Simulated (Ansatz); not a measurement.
# Nickel, fcc under m-r²SCAN: from relaxation to bulk modulus, part 2 of 2

The plan for nickel in the fcc structure: relax it, solve it on a dense k-mesh, then scale the cell to 7 volumes from 88 to 112 % of the relaxed one and try a fit of the equation of state. The start is ferromagnetic. The k-meshes are 15×15×15 for the relaxation; 25×25×25 for the dense run; 25×25×25 for the volumes. It starts from a deposited cell (COD).

Ansatz 0.2.0; DFT, m-r2SCAN, plane waves (500 eV) with PAW, scalar-relativistic. Earlier steps stand in the parts before.

## (7) Volume × 1.0

input.yaml

```yaml
crystal:
  lattice:
    - [0.0, 1.7359138044, 1.7359138044]
    - [1.7359138044, 0.0, 1.7359138044]
    - [1.7359138044, 1.7359138044, 0.0]
  atoms:
    - { symbol: Ni, position: [0.0, 0.0, 0.0], spin: 0.659 }
hamiltonian:
  xc: mr2scan
  pseudopotentials:
    kind: paw
    azcp:
      Ni: "pseudopotentials/Ni.paw.azcp"
basis:
  ecutwfc: 500
  fft_grid_basis: typed
kpoints:
  mp_grid: { grid: [25, 25, 25], shift: [0, 0, 0] }
magnetization:
  spin_polarized: true
scf:
  occupations: { method: fermi_dirac, width: 0.05 }
output:
  stress: true
```

The log of the run (excerpt; [...] marks lines left out):

```text
[...]
Pseudopotentials: kind: paw
Pseudopotential: Ni, paw, valence charge 18, recommended cutoff 500 eV (meta_gga), <dir>
Functional definition: m-r2SCAN
[...]
Crystal: 1 atoms, lattice volume = 10.462 Å³
Basis set: ecut = 500 eV, 283 PW (Γ), exchange–correlation on 72×72×72 points (64 copies of the dense FFT grid, shifted against one another)
Bands: 14, of which v1, the nominal top of the filled ones, is band 9 counted from 1 (8 counted from 0)
Symmetry: 48 space group operations
Space group: Fm-3m (ITA 225), of the structure as read, at distance tolerance 2.2e-5 Å
Magnetic group: BNS 225.116 (UNI 1618), of the structure as read, at distance tolerance 2.2e-5 Å
k-points: 455 of 15625
[...]
Starting moments: Σ|m| = 0.659 μB on 1 of 1 site
[...]
this state was not tested for a lower state beside it, because the mixer in use, unlike msr1, does not test its closes by its own steps (another_mixer; see scf.mixing.algorithm and scf.lower_state_search)
SCF converged after 15 iterations
Magnetization: 0.6207 μB (9.3103 up, 8.6897 down)
Absolute magnetization: 0.7123 μB (∫|ρ↑−ρ↓|, with the PAW one-centre terms)
Spin contamination: 0.0072 ħ² per cell (⟨S²⟩ above its minimum at these occupations)
Per-site moments (μB) at R_I (Å): [(0.6593483109649084, 1.012668048683427)]
Free energy (F): -5845.229388 eV
[...]
E sigma→0 (E₀):  -5845.223313 eV
Entropy (-TS):   -0.012150 eV (-12.150 meV/atom)
Fermi energy:    18.841711 eV
[...]
--- Stress (GPa, compression-positive) ---
       -0.175496      -0.000000       0.000000
        0.000000      -0.175496      -0.000000
        0.000000      -0.000000      -0.175496
  P = ⅓ Tr σ = -0.1755 GPa (-1.755 kbar)
```

It took 53 s on 1 thread of an x86-64 CPU, shared host; peak memory 0.59 GiB.

## (8) Volume × 1.04

input.yaml, as its differences from that of step 7:

```diff
@@ -2,5 +2,5 @@
   lattice:
-    - [0.0, 1.7359138044, 1.7359138044]
-    - [1.7359138044, 0.0, 1.7359138044]
-    - [1.7359138044, 1.7359138044, 0.0]
+    - [0.0, 1.7587573951, 1.7587573951]
+    - [1.7587573951, 0.0, 1.7587573951]
+    - [1.7587573951, 1.7587573951, 0.0]
   atoms:
```

The log of the run (excerpt; [...] marks lines left out):

```text
[...]
[... 3 set-up lines as earlier in the session ...]
[...]
Crystal: 1 atoms, lattice volume = 10.880 Å³
Basis set: ecut = 500 eV, 283 PW (Γ), exchange–correlation on 80×80×80 points (64 copies of the dense FFT grid, shifted against one another)
Bands: 14, of which v1, the nominal top of the filled ones, is band 9 counted from 1 (8 counted from 0)
[... 2 set-up lines as earlier in the session ...]
Magnetic group: BNS 225.116 (UNI 1618), of the structure as read, at distance tolerance 2.2e-5 Å
k-points: 455 of 15625
[...]
Starting moments: Σ|m| = 0.659 μB on 1 of 1 site
[...]
this state was not tested for a lower state beside it, because the mixer in use, unlike msr1, does not test its closes by its own steps (another_mixer; see scf.mixing.algorithm and scf.lower_state_search)
SCF converged after 15 iterations
Magnetization: 0.6289 μB (9.3144 up, 8.6856 down)
Absolute magnetization: 0.7268 μB (∫|ρ↑−ρ↓|, with the PAW one-centre terms)
Spin contamination: 0.0081 ħ² per cell (⟨S²⟩ above its minimum at these occupations)
Per-site moments (μB) at R_I (Å): [(0.6697745046712773, 1.0259941564431883)]
Free energy (F): -5845.218039 eV
[...]
E sigma→0 (E₀):  -5845.211674 eV
Entropy (-TS):   -0.012729 eV (-12.729 meV/atom)
Fermi energy:    17.936226 eV
[...]
--- Stress (GPa, compression-positive) ---
       -8.197490      -0.000000      -0.000000
       -0.000000      -8.197490      -0.000000
       -0.000000      -0.000000      -8.197490
  P = ⅓ Tr σ = -8.1975 GPa (-81.975 kbar)
```

It took 54 s on 1 thread of an x86-64 CPU, shared host; peak memory 0.6 GiB.

## (9) Volume × 1.08

input.yaml, as its differences from that of step 8:

```diff
@@ -2,5 +2,5 @@
   lattice:
-    - [0.0, 1.7587573951, 1.7587573951]
-    - [1.7587573951, 0.0, 1.7587573951]
-    - [1.7587573951, 1.7587573951, 0.0]
+    - [0.0, 1.7810225106, 1.7810225106]
+    - [1.7810225106, 0.0, 1.7810225106]
+    - [1.7810225106, 1.7810225106, 0.0]
   atoms:
```

The log of the run (excerpt; [...] marks lines left out):

```text
[...]
[... 3 set-up lines as earlier in the session ...]
[...]
Crystal: 1 atoms, lattice volume = 11.299 Å³
Basis set: ecut = 500 eV, 283 PW (Γ), exchange–correlation on 80×80×80 points (64 copies of the dense FFT grid, shifted against one another)
Bands: 14, of which v1, the nominal top of the filled ones, is band 9 counted from 1 (8 counted from 0)
[... 2 set-up lines as earlier in the session ...]
Magnetic group: BNS 225.116 (UNI 1618), of the structure as read, at distance tolerance 2.2e-5 Å
k-points: 455 of 15625
[...]
Starting moments: Σ|m| = 0.659 μB on 1 of 1 site
[...]
this state was not tested for a lower state beside it, because the mixer in use, unlike msr1, does not test its closes by its own steps (another_mixer; see scf.mixing.algorithm and scf.lower_state_search)
SCF converged after 14 iterations
Magnetization: 0.6389 μB (9.3194 up, 8.6806 down)
Absolute magnetization: 0.7431 μB (∫|ρ↑−ρ↓|, with the PAW one-centre terms)
Spin contamination: 0.0091 ħ² per cell (⟨S²⟩ above its minimum at these occupations)
Per-site moments (μB) at R_I (Å): [(0.6819433536720422, 1.0389828031201984)]
Free energy (F): -5845.188053 eV
[...]
E sigma→0 (E₀):  -5845.181388 eV
Entropy (-TS):   -0.013331 eV (-13.331 meV/atom)
Fermi energy:    17.099383 eV
[...]
--- Stress (GPa, compression-positive) ---
      -14.504300       0.000000      -0.000000
       -0.000000     -14.504300       0.000000
       -0.000000       0.000000     -14.504300
  P = ⅓ Tr σ = -14.5043 GPa (-145.043 kbar)
```

It took 46 s on 1 thread of an x86-64 CPU, shared host; peak memory 0.61 GiB.

## (10) Volume × 1.12

input.yaml, as its differences from that of step 9:

```diff
@@ -2,5 +2,5 @@
   lattice:
-    - [0.0, 1.7810225106, 1.7810225106]
-    - [1.7810225106, 0.0, 1.7810225106]
-    - [1.7810225106, 1.7810225106, 0.0]
+    - [0.0, 1.8027444381, 1.8027444381]
+    - [1.8027444381, 0.0, 1.8027444381]
+    - [1.8027444381, 1.8027444381, 0.0]
   atoms:
```

The log of the run (excerpt; [...] marks lines left out):

```text
[...]
[... 3 set-up lines as earlier in the session ...]
[...]
Crystal: 1 atoms, lattice volume = 11.717 Å³
Basis set: ecut = 500 eV, 307 PW (Γ), exchange–correlation on 80×80×80 points (64 copies of the dense FFT grid, shifted against one another)
Bands: 14, of which v1, the nominal top of the filled ones, is band 9 counted from 1 (8 counted from 0)
[... 1 set-up line as earlier in the session ...]
Space group: Fm-3m (ITA 225), of the structure as read, at distance tolerance 2.3e-5 Å
Magnetic group: BNS 225.116 (UNI 1618), of the structure as read, at distance tolerance 2.3e-5 Å
k-points: 455 of 15625
[...]
Starting moments: Σ|m| = 0.659 μB on 1 of 1 site
[...]
this state was not tested for a lower state beside it, because the mixer in use, unlike msr1, does not test its closes by its own steps (another_mixer; see scf.mixing.algorithm and scf.lower_state_search)
SCF converged after 14 iterations
Magnetization: 0.6515 μB (9.3258 up, 8.6742 down)
Absolute magnetization: 0.7623 μB (∫|ρ↑−ρ↓|, with the PAW one-centre terms)
Spin contamination: 0.0101 ħ² per cell (⟨S²⟩ above its minimum at these occupations)
Per-site moments (μB) at R_I (Å): [(0.6968318501425569, 1.0516545739646448)]
Free energy (F): -5845.143460 eV
[...]
E sigma→0 (E₀):  -5845.136505 eV
Entropy (-TS):   -0.013910 eV (-13.910 meV/atom)
Fermi energy:    16.323972 eV
[...]
--- Stress (GPa, compression-positive) ---
      -19.430657       0.000000       0.000000
       -0.000000     -19.430657       0.000000
       -0.000000      -0.000000     -19.430657
  P = ⅓ Tr σ = -19.4307 GPa (-194.307 kbar)
```

It took 52 s on 1 thread of an x86-64 CPU, shared host; peak memory 0.61 GiB.

## (11) Fitting the volumes

The cell was scaled evenly, with its shape and the fractional positions fixed.

```tsv
V (Å³/atom)	E − E₀ (meV/atom)	P from the stress (GPa)	P from the fit (GPa)	largest moment (μB)
9.207	134.0	39.15	39.16	0.63
9.625	54.0	22.86	22.76	0.64
10.044	12.0	9.99	9.88	0.65
10.462	0.0	-0.18	-0.28	0.66
10.880	11.6	-8.20	-8.30	0.67
11.299	41.9	-14.50	-14.62	0.68
11.717	86.8	-19.43	-19.59	0.70
```

Fit (Birch-Murnaghan, third order): V₀ = 10.449 Å³/atom, B₀ = 226 GPa, B₀′ = 4.9, largest residual 0.04 meV/atom.

The fit is made to E(σ → 0), while the stress belongs to the free energy F; that is one source of the offset between the two pressures.

## (12) What came out

The summary covers parts 1 to 2.

| quantity | value |
| --- | --- |
| space group (spins left aside) | Fm-3m (No. 225) |
| conventional cell | a = 3.472 Å |
| volume | 10.462 Å³/atom |
| shortest distance | 2.455 Å |
| against the deposited volume | -4.4 % (10.940 Å³/atom) |
| gap on the mesh | none (levels filled in part) |
| magnetic state | ferromagnetic, up to 0.66 μB per atom |
| V₀, B₀, B₀′ | 10.449 Å³/atom, 226 GPa, 4.9 |

In words: Against experiment, m-r²SCAN misses the volume by -4.4 %. The deposited cell holds zero-point motion and, unless taken cold, thermal expansion, which account for some of this. The final state is ferromagnetic (largest moment 0.66 μB). No gap shows: it is a metal or semimetal at this level. B₀ comes out at 226 GPa.
